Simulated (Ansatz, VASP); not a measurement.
Given: the input of a run of Ansatz 0.2.0 on BiTe.

File input.yaml:

```yaml
crystal:
  lattice:
    - [0.0, 3.2775706714, 3.2775706714]
    - [3.2775706714, 0.0, 3.2775706714]
    - [3.2775706714, 3.2775706714, 0.0]
  atoms:
    - { symbol: Bi, position: [0.0, 0.0, 0.0] }
    - { symbol: Te, position: [0.5, 0.5, 0.5] }
hamiltonian:
  xc: r2scan
  pseudopotentials: { kind: paw }
kpoints:
  mp_grid: { grid: [7, 7, 7] }
scf:
  occupations: { method: fermi_dirac, width: 0.05 }
output:
  forces: true
  stress: true
  eigenvalues: true
```

Potentials or basis: Ansatz PAW.

Run with:

```bash
$ ansatz run input.yaml --threads 2 --pin off --max-ram 5632MiB --backend cpu --events-out ev --progress --plain --runs-dir out
```

Q: Translate it to VASP 6.6.1. Potentials there: VASP PAW PBE potentials, release 64 (Bi_d, Te).

A: As run (the cutoff follows the program's own potentials):

The input POSCAR:

```
BiTe
1.0
    0.0000000000      3.2775706714      3.2775706714
    3.2775706714      0.0000000000      3.2775706714
    3.2775706714      3.2775706714      0.0000000000
Bi Te
1 1
Direct
    0.0000000000      0.0000000000      0.0000000000
    0.5000000000      0.5000000000      0.5000000000
```

INCAR.step1

```
SYSTEM = BiTe
PREC = Accurate
ENCUT = 520
ISMEAR = -1
SIGMA = 0.05
LREAL = .FALSE.
LASPH = .TRUE.
NELM = 100
NBANDS = 18
GGA = PE
ALGO = Normal
EDIFF = 1E-4
LWAVE = .TRUE.
LCHARG = .FALSE.
```

File INCAR.step2:

```
SYSTEM = BiTe
PREC = Accurate
ENCUT = 520
EDIFF = 1E-6
ISMEAR = -1
SIGMA = 0.05
LREAL = .FALSE.
LASPH = .TRUE.
NELM = 100
ALGO = Normal
ISIF = 2
LWAVE = .FALSE.
LCHARG = .FALSE.
METAGGA = R2SCAN
LMIXTAU = .TRUE.
NBANDS = 18
ISTART = 1
```

Contents of KPOINTS:

```
Automatic mesh
0
G
  7 7 7
  0 0 0
```

Potentials or basis: VASP PAW PBE potentials, release 64 (Bi_d, Te).

Command:

```console
$ cat potpaw_PBE.64/Bi_d/POTCAR potpaw_PBE.64/Te/POTCAR > POTCAR
$ cp INCAR.step1 INCAR
$ mpirun -np 1 vasp_std > vasp.out
$ cp INCAR.step2 INCAR
$ mpirun -np 1 vasp_std > vasp.out
```

Both were run:

|  | VASP | Ansatz | Ansatz less VASP |
| --- | --- | --- | --- |
| gap on the k mesh at the Fermi level (eV) | none | none | - |
| pressure (GPa) | -1.8 | -1.7 | +0.03 |

A gap of «none» marks a metal or a gap that the smearing closes. The two sets of potentials don't hold the same shells in valence.

Caveats: spin-orbit coupling is left out, which moves the levels of the heavy elements; the PAW data sets were made with another functional, which shifts forces and pressure a little (VASP); the PAW data sets come from PBE, with cores solved anew for the run's functional, which leaves a small shift of forces and pressure (Ansatz).
